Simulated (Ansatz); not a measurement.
Input and command of a calculation in Ansatz (plane waves; scalar-relativistic PAW potentials unless the input names others):

```yaml
crystal:
  lattice:
    - [-1.7727644967, 1.7727644967, 1.7727644967]
    - [1.7727644967, -1.7727644967, 1.7727644967]
    - [1.7727644967, 1.7727644967, -1.7727644967]
  atoms:
    - { symbol: Mg, position: [0.0, 0.0, 0.0] }
basis:
  ecutwfc: 420
kpoints:
  mp_grid: { grid: [20, 20, 20], shift: [0.5, 0.5, 0.5] }
hamiltonian:
  xc: pbe
  dispersion: d3bj
scf:
  occupations: { method: gaussian, width: 0.15 }
output:
  forces: true
  eigenvalues: true
  stress: true
```

```bash
ansatz run input.yaml --threads 1 --pin off --max-ram 1228MiB --backend cpu --events-out ev --progress --plain --runs-dir out
```

Abridged log:
```
Basis set: ecut = 420 eV, 429 PW (Γ), exchange–correlation on 48×48×48 points (8 copies of the dense FFT grid, shifted against one another)
Bands: 9, of which v1, the nominal top of the filled ones, is band 5 counted from 1 (4 counted from 0)
Symmetry: 48 space group operations
k-points: 250 of 8000
SCF iter   1: F=—  HF=-1924.066056 eV  |F-HF|=—  |Δ(HF+E_count)|=         —  Δρ=3.00e-4  dr2=6.72e-6  ethr=1.77e-3  ⟨swp⟩=5.2  Hψ=15487  notcnv=0
SCF iter   2: F=—  HF=-1924.066159 eV  |F-HF|=—  |Δ(HF+E_count)|=   1.02e-4  Δρ=1.72e-4  dr2=1.70e-6  ethr=6.72e-8  ⟨swp⟩=2.9  Hψ=5734  notcnv=0
SCF iter   3: F=—  HF=-1924.066162 eV  |F-HF|=—  |Δ(HF+E_count)|=   2.89e-6  Δρ=6.03e-5  dr2=2.24e-7  ethr=1.70e-8  ⟨swp⟩=2.0  Hψ=3239  notcnv=0
SCF iter   4: F=-1924.066163 eV  HF=-1924.066162 eV  |F-HF|=6.48e-8  |Δ(HF+E_count)|=   8.51e-7  Δρ=1.76e-5  dr2=2.07e-8  ethr=2.24e-9  ⟨swp⟩=2.9  Hψ=3511  notcnv=0
SCF iter   5: F=-1924.066163 eV  HF=-1924.066163 eV  |F-HF|=1.75e-9  |Δ(HF+E_count)|=   7.11e-8  Δρ=5.60e-6  dr2=2.27e-9  ethr=2.07e-10  ⟨swp⟩=2.0  Hψ=3429  notcnv=0
SCF iter   6: F=-1924.066163 eV  HF=-1924.066163 eV  |F-HF|=4.23e-10  |Δ(HF+E_count)|=  1.31e-10  Δρ=1.63e-6  dr2=1.79e-10  ethr=2.27e-11  ⟨swp⟩=1.1  Hψ=6859  notcnv=0
SCF 1 converged in 6 iterations: F = -1924.066163 eV  dr2 = 1.79e-10
SCF converged after 6 iterations
Free energy (F): -1924.066163 eV
Harris-Foulkes:  -1924.066163 eV  (|F-HF|=4.23e-10)
Internal energy: -1924.061091 eV  (E = F + TS)
E sigma→0 (E₀):  -1924.063627 eV
Entropy (-TS):   -0.005071 eV (-5.071 meV/atom)
Fermi energy:    5.923746 eV
  E_disp       = -0.292183  (pairwise vdW)
--- Forces (eV/Å), atoms counted from 1 ---
  atom   1  Mg     0.00000000     0.00000000     0.00000000
--- Stress (GPa, compression-positive) ---
       -1.032618       0.000000       0.000000
        0.000000      -1.032618       0.000000
        0.000000       0.000000      -1.032618
  P = ⅓ Tr σ = -1.0326 GPa (-10.326 kbar)
```

Apart from outputs and empty bands, the input differs from a reference run on usual settings in kpoints.mp_grid.shift: not typed → [0.5, 0.5, 0.5]; hamiltonian.dispersion: not typed → "d3bj". The reference, at the same geometry (not necessarily relaxed), gave pressure 1.04 GPa, largest force 0.000 eV/Å, no gap on the mesh. This run converged in 6 SCF iterations (reference: 6) with an energy at zero smearing 291 meV/atom below the reference's (the Hamiltonian itself differs), pressure -1.03 GPa, largest force 0.000 eV/Å, no gap on the mesh.